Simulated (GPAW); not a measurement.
Input of a GPAW 26.7.0 run:

run.py

```python
from ase import Atoms
from ase.dft.bandgap import bandgap
from ase.io import write
from gpaw import GPAW, PW

atoms = Atoms(['Sr', 'Sr', 'O', 'O'],
              cell=[[3.5532880902, 0.0, 0.0],
                    [-1.7766440451, 3.0772377531, 0.0],
                    [0.0, 0.0, 6.21730398]],
              scaled_positions=[[0.6666666667, 0.3333333333, 0.75],
                                [0.3333333333, 0.6666666667, 0.25],
                                [0.0, 0.0, 0.5],
                                [0.0, 0.0, 0.0]],
              pbc=True)

calc = GPAW(mode=PW(800),
            xc='TB09',
            kpts={'size': (6, 6, 4), 'gamma': True},
            occupations={'name': 'fermi-dirac', 'width': 0.05},
            nbands=28,
            convergence={'density': 1e-05, 'energy': 1e-05},
            eigensolver='cg',
            maxiter=150,
            txt='gpaw.txt')
atoms.calc = calc
energy = atoms.get_potential_energy()
calc.write('gs.gpw')
write('result.traj', atoms)
print('Fermi level:', round(calc.get_fermi_level(), 4), 'eV')
print(f'Gap: {bandgap(calc)[0]:.4f} eV, direct: {bandgap(calc, direct=True)[0]:.4f} eV')
```

Potentials or basis: GPAW PAW data sets for LDA (gpaw-data 1.2.1), pw.

Run with:

```sh
$ OMP_NUM_THREADS=1 python run.py
```

Q: Predict the band gap on the k mesh.

A: 4.83 eV, indirect (least direct gap 5.08 eV).

Caveat: a model potential gives levels but no total energy. A k mesh can miss the band edges.
